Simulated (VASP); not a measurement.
VASP 6.6.1 run: CdTe

INCAR

```
NBANDS = 16
ISPIN = 2
NSW = 0
SIGMA = 0.01
ISMEAR = 0
ISIF = 2
MAGMOM = 0.5 0.5
ENCUT = 520
LASPH = .TRUE.
LREAL = .FALSE.
PREC = Accurate
LWAVE = .FALSE.
LCHARG = .FALSE.
EDIFF = 1E-7
GGA = PS
ISYM = 3
NELM = 51
IBRION = -1
```

KPOINTS

```
KPOINTS created by Atomic Simulation Environment
0
Gamma
6 6 6
0 0 0
```

POSCAR

```
Cd Te
 1.0000000000000000
     0.0000000000000000    3.2799551176437878    3.2799551176437878
     3.2799551176437878    0.0000000000000000    3.2799551176437878
     3.2799551176437878    3.2799551176437878    0.0000000000000000
 Cd  Te
   1   1
Cartesian
  0.0000000000000000  0.0000000000000000  0.0000000000000000
  1.6399775588218934  1.6399775588218934  1.6399775588218934
```

The recommended PBE PAW datasets give the neutral cell 18 valence electrons.

Command

```
mpirun -np 1 vasp_std
```

OSZICAR

```
N       E                     dE             d eps       ncg     rms          rms(c)
DAV:   1     0.100358859704E+03    0.10036E+03   -0.79833E+03  1032   0.942E+02
DAV:   2    -0.207886877213E+01   -0.10244E+03   -0.97664E+02  1184   0.237E+02
DAV:   3    -0.562853134122E+01   -0.35497E+01   -0.35443E+01  1280   0.456E+01
DAV:   4    -0.566053731633E+01   -0.32006E-01   -0.32005E-01  1528   0.379E+00
DAV:   5    -0.566064835211E+01   -0.11104E-03   -0.11103E-03  1320   0.194E-01
```

Standard output (part)

```
POSCAR found type information on POSCAR CdTe
 POSCAR found :  2 types and       2 ions
 LDA part: xc-table for (Slater+PW92), standard interpolation
 POSCAR, INCAR and KPOINTS ok, starting setup
 WAVECAR not read
 entering main loop
|                     _     ____    _    _    _____     _                     |
|                    | |   | |_) | | |  | | | |  __    | |                    |
|                    |_|   |  _ <  | |  | | | | |_ |   |_|                    |
|                     _    | |_) | | |__| | | |__| |    _                     |
|     internal error in CHECK_FULL_KPOINTS: KPOINTS_FULL not properly         |
|     initialised                                                             |
|     If you are not a developer, you should not encounter this problem.      |
|     Please submit a bug report.                                             |
```

VASP stopped with an error.

The run took about 5 s on one core of a shared host (Intel Xeon 6975P-C) and held 0.2 GiB at most.
